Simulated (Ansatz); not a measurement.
# Lattice dynamics of RbCl (Fm-3m), part 3 of 3

Aim: the vibrations of RbCl (Fm-3m), their spectra, and whether the structure is stable.

Ansatz 0.2.0; DFT PBE, scalar-relativistic, plane waves, PAW.

So far, highest frequency on the path or at a solved wavevector (cm⁻¹): step 5 (response at finite wavevector) 161. The relaxed cell has a = 6.698 Å (conventional setting).

The database entry behind the starting cell differs from later determinations by our own check (about 0.5 % short), so it need not match the best structure at ambient conditions.

### 6. The same by displaced supercells

Finite displacements in a 2×2×2 supercell give force constants from forces alone. They are exact at the wavevectors that the supercell holds, where they check the linear-response result.

File input.yaml:

```yaml
crystal:
  lattice:
    - [0.0, 3.349126005, 3.349126005]
    - [3.349126005, 0.0, 3.349126005]
    - [3.349126005, 3.349126005, 0.0]
  atoms:
    - { symbol: Rb, position: [0.0, 0.0, 0.0] }
    - { symbol: Cl, position: [0.5, 0.5, 0.5] }
kpoints:
  mp_grid: { grid: [8, 8, 8] }
hamiltonian:
  xc: pbe
scf:
  occupations: { method: fixed }
output:
  eigenvalues: true
phonons:
  method: fd
  supercell: [2, 2, 2]
  temperatures: { t_max: 1000, t_step: 50 }
  qpath:
    path:
      - [[0.0, 0.0, 0.0], [0.5, 0.0, 0.5], [0.625, 0.25, 0.625]]
      - [[0.375, 0.375, 0.75], [0.0, 0.0, 0.0], [0.5, 0.5, 0.5], [0.5, 0.25, 0.75], [0.5, 0.0, 0.5]]
    npoints: 10
  non_analytic_term:
    high_frequency_dielectric_tensor: [[2.28, 0.0, 0.0], [0.0, 2.28, 0.0], [0.0, 0.0, 2.28]]
    born_effective_charges:
      - { species: Rb, tensor: [[1.1661, 0.0, 0.0], [0.0, 1.1661, 0.0], [0.0, 0.0, 1.1661]] }
      - { species: Cl, tensor: [[-1.1661, 0.0, 0.0], [0.0, -1.1661, 0.0], [0.0, 0.0, -1.1661]] }
    source: "zone-centre run at this cell"
```

Run with:

```console
> ansatz run input.yaml --threads 4 --pin off --max-ram 7168MiB --backend cpu --events-out ev --progress --plain --runs-dir out
```

Numbers of over 12 decimals in the logs are rounded to 6 here.

What it wrote:

```text
[...]
Crystal: 16 atoms, lattice volume = 601.055 Å³
Basis set: ecut = 420 eV, 11791 PW (Γ), exchange–correlation on 128×128×128 points (8 copies of the dense FFT grid, shifted against one another)
Bands: 80, of which v1, the nominal top of the filled ones, is band 64 counted from 1 (63 counted from 0)
Symmetry: 384 space group operations
k-points: 8 of 64
[...]
SCF iter   1: F=—  HF=-34806.120799 eV  |F-HF|=—  |Δ(HF+E_count)|=         —  Δρ=6.87e-8  dr2=1.98e-11  ethr=1.00e-12  ⟨swp⟩=3.0  Hψ=1589  notcnv=0
[...]
SCF iter   2: F=-34806.120799 eV  HF=-34806.120799 eV  |F-HF|=7.28e-12  |Δ(HF+E_count)|=  2.18e-11  Δρ=3.02e-8  dr2=2.79e-12  ethr=1.00e-12  ⟨swp⟩=3.0  Hψ=1696  notcnv=0
SCF 1 converged in 2 iterations: F = -34806.120799 eV  dr2 = 2.79e-12
[...]
Symmetry: 8 space group operations
k-points: 13 of 64 (time reversal used)
[...]
SCF iter   1: F=—  HF=-34806.120812 eV  |F-HF|=—  |Δ(HF+E_count)|=         —  Δρ=3.31e-5  dr2=1.31e-5  ethr=2.51e-9  ⟨swp⟩=3.5  Hψ=4163  notcnv=0  defer=114
eigensolver tolerance schedule calibrated: the retry pair's looser diagonalisation under-reported the residual by θ = 0.75 (0.12/decade); ethr = c·dr2/N_el runs at the constant in force after the calibration composes with the one it found (an armed cap, an earlier calibration), c = 6.5e-2
[...]
SCF iter   2: F=—  HF=-34806.120795 eV  |F-HF|=—  |Δ(HF+E_count)|=   1.70e-5  Δρ=1.28e-5  dr2=1.72e-6  ethr=2.51e-9  ⟨swp⟩=2.0  Hψ=1594  notcnv=0  defer=113
[...]
SCF iter   6: F=-34806.120794 eV  HF=-34806.120794 eV  |F-HF|=7.28e-12  |Δ(HF+E_count)|=  2.62e-10  Δρ=2.81e-8  dr2=5.67e-12  ethr=1.00e-12  ⟨swp⟩=5.0  Hψ=5097  notcnv=0
SCF 2 converged in 6 iterations: F = -34806.120794 eV  dr2 = 5.67e-12
[...]
SCF iter   6: F=-34806.120794 eV  HF=-34806.120794 eV  |F-HF|=0.00e0  |Δ(HF+E_count)|=  1.96e-10  Δρ=2.71e-8  dr2=5.25e-12  ethr=1.00e-12  ⟨swp⟩=5.0  Hψ=4992  notcnv=0
SCF 3 converged in 6 iterations: F = -34806.120794 eV  dr2 = 5.25e-12
[...]
SCF converged after 2 iterations
Free energy (F): -34806.120799 eV
[...]
Internal energy: -34806.120799 eV  (E = F + TS)
E sigma→0 (E₀):  -34806.120799 eV
Fermi energy:    0.664043 eV
[...]
--- Band table (eV; the first three rows and the last of 8) ---
  k-point 0: bands = [... 60 lower, 0.5601, 0.6640, 0.6640, 0.6640, 5.4995, 6.8993, 6.8993, 6.8993, ... 12 higher]
  k-point 1: bands = [... 60 lower, 0.5322, 0.5322, 0.6185, 0.6185, 5.8422, 7.1270, 7.1270, 7.1270, ... 12 higher]
  k-point 2: bands = [... 60 lower, 0.5124, 0.5124, 0.5124, 0.5124, 6.7023, 6.7023, 7.7122, 7.7122, ... 12 higher]
  k-point 7: bands = [... 60 lower, 0.5621, 0.5621, 0.5621, 0.5621, 7.1706, 7.1706, 7.1706, 7.1706, ... 12 higher]
--- Phonons: 2 displaced members + reference (amplitude 0.0025 Å, Σ member SCF iterations 12) ---
  symmetry images taken by strict's conditions (phonons.symmetry_images: auto; settled by no image being taken that strict refuses)
  ASR residual: 3.152e-4 → 0.000e0 eV/Å²; symmetrization residual: 1.183e-4 eV/Å²
  largest component of a force at the reference: 6.4e-28 eV/Å
  ASR residual per site (eV/Å²): 3.15e-4 6.60e-5
  Γ frequencies (cm⁻¹): 0.00 0.00 0.00 101.69 101.69 101.69
[...]
```

Run time: 22 s. Hardware: 4 threads of Arm Neoverse V2, shared host; peak memory 1.4 GiB; 83 s of CPU time.

This step gave:

- atoms in the supercell: 16
- sum-rule residual before enforcement: 3.15e-4 eV/Å²

Interpolated from a 2×2×2 supercell, with the LO-TO term (at Γ the limit along the path; where Γ stands inside the path, tables give the limit on arrival). The phonon branches at the labelled points (cm⁻¹):

```tsv
point	branch 1	branch 2	branch 3	branch 4	branch 5	branch 6
Γ	0	0	0	102	102	161
halfway	34	34	70	106	106	135
X	42	42	74	106	106	116
halfway	44	51	72	105	107	116
U	49	67	68	101	111	115
jump to K	49	67	68	101	111	115
halfway	41	51	69	93	108	142
Γ	0	0	0	102	102	161
halfway	41	41	60	99	99	152
L	58	58	94	95	95	135
halfway	56	60	83	98	105	124
W	61	61	66	100	112	112
halfway	49	54	70	104	108	115
X	42	42	74	106	106	116
```

The phonon branches as a text plot (rows in cm⁻¹):

```
    158 |***                        ********
    151 |   *                    ***        **
    144 |    **                 *             *
    138 |      *               *               ****
    131 |                                          ***
    124 |       *            **                       *
    117 |        ************                          **   *****
    111 |               *********                      ********
    104 |******************      *********           **     *****
     97 |                  **    ****     ******************
     91 |                    ****               *****
     84 |                   ***                *     **
     77 |       *****      *   *              *        **
     70 |      *     ******     *            *           *  *****
     64 |                * *                            *****
     57 |    **         *   **** *          *  *********** * *
     50 |   *          * *** ****          *  *             ***
     44 |         *******       ****        **                ***
     37 |      ***               ***      **
     30 |  * **                     *
     23 |   *                     ***    **
     17 | **                        **   *
     10 | *                          *  *
      3 |*                            **
         Γ           X  U|K            Γ         L        W     X
```

Tetrahedra on a 16×16×16 mesh, mean over bins of 2 cm-1. Interpolated from a 2×2×2 supercell. Table of phonon density of states by wavenumber; read off at these points:

```tsv
wavenumber (cm⁻¹)	phonon density of states (1/cm⁻¹/cell)
1.0	1.0e-5
7.0	2.5e-4
13.0	0.00149
17.0	0.00248
23.0	0.0053
29.0	0.00972
35.0	0.0175
39.0	0.0276
45.0	0.0608
51.0	0.0772
55.0	0.121
57.0	0.107
61.0	0.0812
67.0	0.0129
73.0	0.0504
77.0	0.0859
79.0	0.0554
83.0	0.0245
89.0	0.00936
95.0	0.0852
101.0	0.127
105.0	0.125
107.0	0.130
111.0	0.0603
115.0	0.0523
117.0	0.0514
123.0	0.0300
127.0	0.0276
133.0	0.0263
139.0	0.0171
145.0	0.0122
149.0	0.00988
155.0	0.00624
161.0	1.4e-4
```

At Γ the two methods differ by at most 0.0 cm⁻¹.

### 7. What came out

```json
{
 "space group after relaxation (within 0.01 Å)": "Fm-3m",
 "volume per atom": "37.6 Å³",
 "gap on the k-mesh": "4.84 eV",
 "highest optical mode at the zone centre (no LO-TO term)": "102 cm⁻¹",
 "top of the zone-centre spectrum with the field": "161 cm⁻¹",
 "lowest optical zone-centre mode": "102 cm⁻¹",
 "mean high-frequency dielectric constant": "2.28",
 "mean static dielectric constant": "5.72",
 "largest Born charge (third of the trace)": "1.17 e",
 "lowest mode on the q mesh (acoustic modes at Γ apart)": "30.6 cm⁻¹",
 "highest frequency on the path or at a solved wavevector": "161 cm⁻¹",
 "zero-point energy per atom": "15.8 meV",
 "heat capacity at 300 K": "24.6 J/(mol atoms K)",
 "vibrational entropy at 300 K": "49.5 J/(mol atoms K)",
 "Debye temperature (second moment)": "168 K",
 "imaginary modes on the 4×4×4 q mesh": "none"
}
```

The structure is a minimum as far as tested: no mode is imaginary at the 8 irreducible wavevectors of the 4×4×4 mesh, and the softest away from the acoustic zeros lies at 31 cm⁻¹. Without the field, the optical modes at Γ form one degenerate level at 102 cm⁻¹. The highest mode in this list at Γ, 101.7 cm⁻¹, is mostly motion of Cl (71 % of the kinetic energy). With the macroscopic field of the longitudinal modes the top of the zone-centre spectrum lies at 161 cm⁻¹, against 102 cm⁻¹ without it. Lattice motion raises the mean dielectric constant from 2.28 to 5.718. The strongest infrared line is at 102 cm⁻¹. Finite displacements and linear response differ by 0.0 cm⁻¹ in the highest zone-centre mode. These are harmonic frequencies at zero temperature: anharmonic shifts, linewidths and thermal expansion are left out.

[Logs are printed without paths, hosts, clocks, repeated set-up lines and the standing remarks that a program may print on its own settings, such as how far it seeks lower states.]

[Hosts, paths, dates, database ids (printed as entryN), source tags and the programs' standing remarks are cut or masked in the printed files.]
